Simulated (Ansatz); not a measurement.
# TiAl3: the cost of one run

Computed with Ansatz 0.2.0 (DFT PBEsol, scalar-relativistic, plane waves, PAW, unless a step's input says otherwise).

1 further run of the same task is left out (it didn't finish). Runs told in other sessions of the task aren't counted.

## (1) The starting structure

It takes space group Pmm2 (No. 25, orthorhombic). Conventional cell: a = 2.840 Å, b = 4.681 Å, c = 4.901 Å, α = 90.00°, β = 90.00°, γ = 90.00°. Ti (site symmetry mm2) is surrounded by 10 Al at 2.83 to 2.85 Å and 2 Ti at 2.84 Å. Al (site symmetry mm2) is surrounded by 4 Ti at 2.83 to 2.84 Å and 8 Al at 2.84 to 2.86 Å. Al (site symmetry mm2) has 8 Al at 2.81 to 2.86 Å and 4 Ti at 2.85 Å in its first shell of neighbours. Al (site symmetry mm2) has 10 Al at 2.81 to 2.86 Å and 2 Ti at 2.85 Å in its first shell of neighbours.

As a file:

```
Ti Al
1.0
     2.83968    0.00000    0.00000
     0.00000    4.68126    0.00000
     0.00000    0.00000    4.90074
Ti Al
1 3
Direct
  0.00000 0.50000 0.16592
  0.50000 0.50000 0.66727
  0.50000 0.00000 0.33091
  0.00000 0.00000 0.83590
```

The structure comes from the Materials Project (structure only).

(A quick probe on a coarse mesh, which set the mesh and smearing, is not shown.)

## (3) Full relaxation

input.yaml reads:

```yaml
crystal:
  lattice:
    - [2.839677, 0.0, 0.0]
    - [0.0, 4.681264, 0.0]
    - [0.0, 0.0, 4.900742]
  atoms:
    - { symbol: Ti, position: [0.0, 0.5, 0.165916] }
    - { symbol: Al, position: [0.5, 0.5, 0.667271] }
    - { symbol: Al, position: [0.5, 0.0, 0.330912] }
    - { symbol: Al, position: [0.0, 0.0, 0.8359] }
basis:
  ecutwfc: 420
kpoints:
  mp_grid: { grid: [14, 10, 10] }
hamiltonian:
  xc: pbesol
scf:
  occupations: { method: gaussian, width: 0.1 }
output:
  forces: true
  stress: true
  eigenvalues: true
relax:
  adjacent_minimum: "off"
  f_tol: 0.005
  max_steps: 80
  cell: { stress_tol: 0.05 }
```

Started as:

```console
ansatz run input.yaml --threads 1 --pin off --max-ram 2560MiB --backend cpu --events-out ev --progress --plain --runs-dir out
```

**Question.** How long does this run take on 1 thread of Intel Xeon Platinum 8488C (Sapphire Rapids), shared host, and how much memory does it need?

About 2.4 min, with a peak of 0.64 GiB.
